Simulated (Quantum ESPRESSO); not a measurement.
Nb:

```
Nb
1.0
     0.00000    2.11500    2.11500
     2.11500    0.00000    2.11500
     2.11500    2.11500    0.00000
Nb
1
Cartesian
  0.0000 0.0000 0.0000
```

This isn't the form of Nb at room conditions, which is bcc.

* Program: Quantum ESPRESSO 7.5
* Task: single point
* Functional: PBEsol
* Potentials or basis: GBRV 1.5 PBEsol
* Cutoff: 612 eV
* Density cutoff: 4898 eV
* k mesh: 11 × 11 × 11
* Occupations: fermi-dirac, width 0.05 eV
* Spin: no spin polarisation

On this cell: pressure -7.9 GPa; band gap on the k mesh none (metal or under the smearing width).

The same run follows on a disturbed copy (cell strained at random at fixed volume):

```xyz
1
Lattice="-0.0410 2.1934 2.1088 2.0464 0.0498 2.0180 2.1263 2.1824 -0.0300" Properties=species:S:1:pos:R:3 pbc="T T T"
Nb   -0.0098    0.0653    0.0554
```

Question: What changes?

Answer: The energy (extrapolated to zero smearing) moves by -20.0 meV/atom; pressure -8.2 GPa; band gap on the k mesh none (metal or under the smearing width).

Stress tensor (GPa, compression positive):
```
 -8.86   0.47  -2.01
  0.47  -3.58   1.07
 -2.01   1.07 -12.24
```

The energy falls, though the first cell shows no forces: that form is unstable against this distortion, unless noise or another electronic state is at work.
